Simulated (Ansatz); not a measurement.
A crystal relaxed with r2SCAN in the PAW code Ansatz has space group Pnma (No. 62) and a = 7.130 Å, b = 10.030 Å, c = 7.036 Å.

```
atom  site       x       y       z
  Ba    4c  0.0469  0.2500  0.0099
  Xx    4b  0.0000  0.0000  0.5000
   S    4c  0.9942  0.2500  0.5629
   S    8d  0.2113  0.9671  0.7886
```

With r2SCAN the gap is 1.36 eV and direct, at Γ. With HSE06 the gap is 1.80 eV and direct, at Γ. Meshes: r2SCAN 4×4×4, HSE06 2×2×2. r2SCAN's ε∞ is 8.2, 8.3 and 8.1 along x, y and z.

Q: Which element is Xx?
A. Ti
B. Sn
C. Zr
D. Hf

A: C. Xx is Zr: BaZrS3 (Pnma) from a database structure. Ba is surrounded by 8 S at 3.17–3.44 Å; Zr is surrounded by 6 S at 2.55–2.56 Å; S is surrounded by 2 Zr at 2.55 Å and 2 Ba at 3.17–3.23 Å; S is surrounded by 2 Zr at 2.55–2.56 Å and 3 Ba at 3.18–3.44 Å.

Spin-unpolarised throughout; all numbers are computed.

Spin-orbit coupling is left out.

The meshes of the hybrids are coarse, so their gaps aren't converged to the digits shown.

For a response run the program warns that the ground state's bands aren't all converged, so ε∞ carries an extra error.
